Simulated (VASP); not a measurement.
# Mn3Sn (Fm-3m) in VASP: equation of state, part 2 of 2

VASP 6.6.1. Earlier steps stand in the parts before.

## (3) Equation of state, PBE, collinear spin, ferromagnetic start, 13.76 Å³/atom (volume scaled by 0.96)

INCAR reads:

```
SYSTEM = Mn3Sn
PREC     = Accurate       ! precision mode
ENCUT    = 520            ! plane-wave cutoff, eV
EDIFF    = 1E-7           ! SCF threshold, eV
ISMEAR   = -1             ! smearing method
SIGMA    = 0.05           ! smearing width, eV
LREAL    = .FALSE.        ! projectors in reciprocal space
LASPH    = .TRUE.         ! aspherical terms in the spheres
NELM     = 100            ! most SCF steps
ALGO     = Normal         ! electronic algorithm
ISIF     = 2              ! what is computed and relaxed
LWAVE    = .FALSE.        ! write WAVECAR
LCHARG   = .FALSE.        ! write CHGCAR
ISPIN    = 2              ! spin polarisation
MAGMOM   = 0 4 4 4        ! initial moments
LORBIT   = 11             ! projections on sites
LMAXMIX  = 4              ! l up to which the mixer works
GGA      = PE             ! functional
NBANDS   = 38             ! bands
```

KPOINTS reads:

```
regular mesh
0
G
  8 8 8
  0 0 0
```

POSCAR reads:

```
Mn3Sn
1.0
    0.0000000000      3.0191328755      3.0191328755
    3.0191328755      0.0000000000      3.0191328755
    3.0191328755      3.0191328755      0.0000000000
Sn Mn
1 3
Direct
    0.0000000000      0.0000000000      0.0000000000
    0.5000000000      0.5000000000      0.5000000000
    0.2500000000      0.2500000000      0.2500000000
    0.7500000000      0.7500000000      0.7500000000
```

Potentials or basis: VASP PAW PBE potentials, release 64 (Sn_d, Mn_pv).

On the command line:

```sh
$ cat potpaw_PBE.64/Sn_d/POTCAR potpaw_PBE.64/Mn_pv/POTCAR > POTCAR
$ mpirun -np 1 vasp_std > vasp.out
```

Wall time 91 s (1 thread of Intel Xeon Platinum 8488C (Sapphire Rapids), shared host); peak memory 0.25 GiB.

Results (log left out):

```
Free energy                                           : -29.8589 eV
Pressure                                              : 6.9 GPa
Band gap on the k mesh                                : none (metal or under the smearing width)
Net moment                                            : 6.91 μB per cell
Site moments                                          : Sn -0.11; Mn +1.59, +2.66 μB
Valence electrons inside the program's atomic spheres : Sn 12.65; Mn 11.74, 11.76
```

## (4) Equation of state, PBE, collinear spin, ferromagnetic start, 14.05 Å³/atom (volume scaled by 0.98)

INCAR reads:

```
PREC     = Accurate       # precision mode
ENCUT    = 520            # plane-wave cutoff, eV
EDIFF    = 1E-7           # SCF threshold, eV
ISMEAR   = -1             # smearing method
SIGMA    = 0.05           # smearing width, eV
LREAL    = F              # projectors in reciprocal space
LASPH    = T              # aspherical terms in the spheres
NELM     = 150            # most SCF steps
ALGO     = Normal         # electronic algorithm
ISIF     = 2              # what is computed and relaxed
LWAVE    = F              # write WAVECAR
LCHARG   = F              # write CHGCAR
ISPIN    = 2              # spin polarisation
MAGMOM   = 0 4 4 4        # initial moments
LORBIT   = 11             # projections on sites
LMAXMIX  = 4              # l up to which the mixer works
GGA      = PE             # functional
NBANDS   = 38             # bands
```

KPOINTS reads:

```
Automatic mesh
0
Gamma
  8 8 8
```

POSCAR reads:

```
Mn3Sn
1.0
    0.0000000000      3.0399551395      3.0399551395
    3.0399551395      0.0000000000      3.0399551395
    3.0399551395      3.0399551395      0.0000000000
Sn Mn
1 3
Direct
    0.0000000000      0.0000000000      0.0000000000
    0.5000000000      0.5000000000      0.5000000000
    0.2500000000      0.2500000000      0.2500000000
    0.7500000000      0.7500000000      0.7500000000
```

On the command line:

```sh
$ cat potpaw_PBE.64/Sn_d/POTCAR potpaw_PBE.64/Mn_pv/POTCAR > POTCAR
$ mpirun -np 1 vasp_std > vasp.out
```

Run time: 91 s. Hardware: 1 thread of Intel Xeon Platinum 8488C (Sapphire Rapids), shared host; peak memory 0.25 GiB.

Results (log left out):

```
Free energy                                           : -29.8970 eV
Pressure                                              : 3.7 GPa
Band gap on the k mesh                                : none (metal or under the smearing width)
Net moment                                            : 7.03 μB per cell
Site moments                                          : Sn -0.11; Mn +1.55, +2.74 μB
Valence electrons inside the program's atomic spheres : Sn 12.62; Mn 11.71, 11.73
```

## (5) Equation of state, PBE, collinear spin, ferromagnetic start, 14.62 Å³/atom (volume scaled by 1.02)

INCAR: that of step 4 with these lines changed.

```diff
@@ -7,3 +7,3 @@
 LASPH    = T              # aspherical terms in the spheres
-NELM     = 150            # most SCF steps
+NELM     = 100            # most SCF steps
 ALGO     = Normal         # electronic algorithm
```

KPOINTS reads:

```
regular mesh
0
Gamma
  8 8 8
```

POSCAR reads:

```
Mn3Sn
1.0
    0.0000000000      3.0807647761      3.0807647761
    3.0807647761      0.0000000000      3.0807647761
    3.0807647761      3.0807647761      0.0000000000
Sn Mn
1 3
Direct
    0.0000000000      0.0000000000      0.0000000000
    0.5000000000      0.5000000000      0.5000000000
    0.2500000000      0.2500000000      0.2500000000
    0.7500000000      0.7500000000      0.7500000000
```

On the command line:

```sh
$ cat potpaw_PBE.64/Sn_d/POTCAR potpaw_PBE.64/Mn_pv/POTCAR > POTCAR
$ mpirun -np 1 vasp_std > vasp.out
```

Run time: 2 min. Hardware: 1 thread of Intel Xeon Platinum 8488C (Sapphire Rapids), shared host; peak memory 0.26 GiB.

It converged, with:

| Property | Result |
| --- | --- |
| Free energy | -29.9105 eV |
| Pressure | -1.8 GPa |
| Band gap on the k mesh | none (metal or under the smearing width) |
| Net moment | 7.20 μB per cell |
| Site moments | Sn -0.12; Mn +1.49, +2.85 μB |
| Valence electrons inside the program's atomic spheres | Sn 12.55; Mn 11.66, 11.68 |

## (6) Equation of state, PBE, collinear spin, ferromagnetic start, 14.91 Å³/atom (volume scaled by 1.04)

INCAR reads:

```
PREC = Accurate
ENCUT = 520
EDIFF = 1E-7
ISMEAR = -1
SIGMA = 0.05
LREAL = False
LASPH = True
NELM = 120
ALGO = Normal
ISIF = 2
LWAVE = False
LCHARG = False
ISPIN = 2
MAGMOM = 0 4 4 4
LORBIT = 11
LMAXMIX = 4
GGA = PE
NBANDS = 38
```

KPOINTS reads:

```
Automatic mesh
0
Gamma
  8 8 8
```

POSCAR reads:

```
Mn3Sn
1.0
    0.0000000000      3.1007703028      3.1007703028
    3.1007703028      0.0000000000      3.1007703028
    3.1007703028      3.1007703028      0.0000000000
Sn Mn
1 3
Direct
    0.0000000000      0.0000000000      0.0000000000
    0.5000000000      0.5000000000      0.5000000000
    0.2500000000      0.2500000000      0.2500000000
    0.7500000000      0.7500000000      0.7500000000
```

Potentials or basis: VASP PAW PBE potentials, release 64 (Sn_d, Mn_pv).

On the command line:

```sh
$ cat potpaw_PBE.64/Sn_d/POTCAR potpaw_PBE.64/Mn_pv/POTCAR > POTCAR
$ mpirun -np 1 vasp_std > vasp.out
```

It took 3 min on 1 thread of Intel Xeon Platinum 8488C (Sapphire Rapids), shared host; peak memory 0.29 GiB.

It converged, with:

* Free energy: -29.8899 eV
* Pressure: -4.1 GPa
* Band gap on the k mesh: none (metal or under the smearing width)
* Net moment: 7.28 μB per cell
* Site moments: Sn -0.12; Mn +1.46, +2.91 μB
* Valence electrons inside the program's atomic spheres: Sn 12.52; Mn 11.64, 11.65

## (7) Equation of state, PBE, collinear spin, ferromagnetic start, 15.19 Å³/atom (volume scaled by 1.06)

INCAR reads:

```
ALGO     = Normal         # electronic algorithm
EDIFF    = 1E-7           # SCF threshold, eV
ENCUT    = 520            # plane-wave cutoff, eV
GGA      = PE             # functional
ISIF     = 2              # what is computed and relaxed
ISMEAR   = -1             # smearing method
ISPIN    = 2              # spin polarisation
LASPH    = T              # aspherical terms in the spheres
LCHARG   = F              # write CHGCAR
LMAXMIX  = 4              # l up to which the mixer works
LORBIT   = 11             # projections on sites
LREAL    = F              # projectors in reciprocal space
LWAVE    = F              # write WAVECAR
MAGMOM   = 0 4 4 4        # initial moments
NBANDS   = 38             # bands
NELM     = 120            # most SCF steps
PREC     = Accurate       # precision mode
SIGMA    = 0.05           # smearing width, eV
```

KPOINTS reads:

```
k-points
0
Gamma
  8 8 8
```

POSCAR reads:

```
Mn3Sn
1.0
    0.0000000000      3.1205209646      3.1205209646
    3.1205209646      0.0000000000      3.1205209646
    3.1205209646      3.1205209646      0.0000000000
Sn Mn
1 3
Direct
    0.0000000000      0.0000000000      0.0000000000
    0.5000000000      0.5000000000      0.5000000000
    0.2500000000      0.2500000000      0.2500000000
    0.7500000000      0.7500000000      0.7500000000
```

Potentials or basis: VASP PAW PBE potentials, release 64 (Sn_d, Mn_pv).

On the command line:

```sh
$ cat potpaw_PBE.64/Sn_d/POTCAR potpaw_PBE.64/Mn_pv/POTCAR > POTCAR
$ mpirun -np 1 vasp_std > vasp.out
```

OUTCAR:

```text
EDIFF = 1E-7
   ENCUT = 520
   GGA = PE
   ISIF = 2
   ISMEAR = -1
   ISPIN = 2
   LASPH = T
   LORBIT = 11
   LREAL = F
   NELM = 120
   PREC = Accurate

 Found     29 irreducible k-points:

 Following reciprocal coordinates:
            Coordinates               Weight
  0.000000  0.000000  0.000000      1.000000
[... 592 lines left out ...]
 -----------------------------------------------------------------------------
  energy-cutoff  :      520.00
  volume of cell :       60.77
      direct lattice vectors                 reciprocal lattice vectors
     0.000000000  3.120520965  3.120520965    -0.160229656  0.160229656  0.160229656
     3.120520965  0.000000000  3.120520965     0.160229656 -0.160229656  0.160229656
     3.120520965  3.120520965  0.000000000     0.160229656  0.160229656 -0.160229656

 POSITION                                       TOTAL-FORCE (eV/Angst)
 -----------------------------------------------------------------------------------
      0.00000      0.00000      0.00000         0.000000     -0.000000     -0.000000
      3.12052      3.12052      3.12052         0.000000     -0.000000     -0.000000
      1.56026      1.56026      1.56026        -0.000000     -0.000000     -0.000000
      4.68078      4.68078      4.68078         0.000000      0.000000      0.000000
 -----------------------------------------------------------------------------------
    total drift:                                0.000000      0.000000      0.000000

  FREE ENERGIE OF THE ION-ELECTRON SYSTEM (eV)
  ---------------------------------------------------
  free  energy   TOTEN  =       -29.8537394778 eV

  energy  without entropy=      -29.8273248458  energy(sigma->0) =      -29.84053216

 total charge

# of ion       s       p       d       tot
------------------------------------------
    1        1.080   1.349  10.063  12.492
    2        0.302   6.209   5.114  11.625
    3        0.290   6.248   5.086  11.625
    4        0.290   6.248   5.086  11.625
--------------------------------------------------
tot          1.962  20.055  25.349  47.366

 magnetization (x)

# of ion       s       p       d       tot
------------------------------------------
    1       -0.018  -0.118   0.012  -0.124
    2       -0.023  -0.005   1.442   1.413
    3        0.021   0.004   2.938   2.963
    4        0.021   0.004   2.938   2.963
--------------------------------------------------
tot          0.001  -0.115   7.329   7.214
```

OSZICAR:

```text
N       E                     dE             d eps       ncg     rms          rms(c)
DAV:   1     0.627157447020E+03    0.62716E+03   -0.28631E+04  4530   0.210E+03
DAV:   2     0.260857373460E+02   -0.60107E+03   -0.57734E+03  4420   0.572E+02
DAV:   3    -0.297266565134E+02   -0.55812E+02   -0.53880E+02  4662   0.171E+02
[... 10 lines left out ...]
DAV:  14    -0.298536493983E+02   -0.54360E-03   -0.33757E-03  4838   0.359E-01    0.930E-02
DAV:  15    -0.298537139202E+02   -0.64522E-04   -0.21913E-04  4702   0.115E-01    0.459E-02
DAV:  16    -0.298537368546E+02   -0.22934E-04   -0.91434E-05  5394   0.728E-02    0.200E-02
DAV:  17    -0.298537383178E+02   -0.14632E-05   -0.99426E-06  4924   0.229E-02    0.667E-03
DAV:  18    -0.298537394762E+02   -0.11584E-05   -0.13980E-06  4810   0.977E-03    0.400E-03
DAV:  19    -0.298537394778E+02   -0.15725E-08   -0.22169E-07  2940   0.390E-03
   1 F= -.29853739E+02 E0= -.29840532E+02  d E =-.264146E-01  mag=     7.3435
```

Wall time 2.5 min (1 thread of Intel Xeon Platinum 8488C (Sapphire Rapids), shared host); peak memory 0.29 GiB.

Results:

```
Free energy                                           : -29.8537 eV
Pressure                                              : -6.1 GPa
Band gap on the k mesh                                : none (metal or under the smearing width)
Net moment                                            : 7.34 μB per cell
Site moments                                          : Sn -0.12; Mn +1.41, +2.96 μB
Valence electrons inside the program's atomic spheres : Sn 12.49; Mn 11.62
```

## (8) Equation of state, PBE, collinear spin, ferromagnetic start

Potentials or basis: VASP PAW PBE potentials, release 64 (Sn_d, Mn_pv).

This step only gathers the single runs of the series.

What came out:

- Equilibrium volume: 14.43 Å³/atom
- Bulk modulus: 132 GPa
- Pressure derivative of the bulk modulus: 3.7 (rough: it moves with the points fitted)

Energy against volume, from the lowest point:
```
volume (Å³/atom)  energy (meV/atom)
          13.473              28.84
          13.760              13.68
          14.047               4.14
          14.333               0.00
          14.620               0.76
          14.907               5.91
          15.193              14.96
```
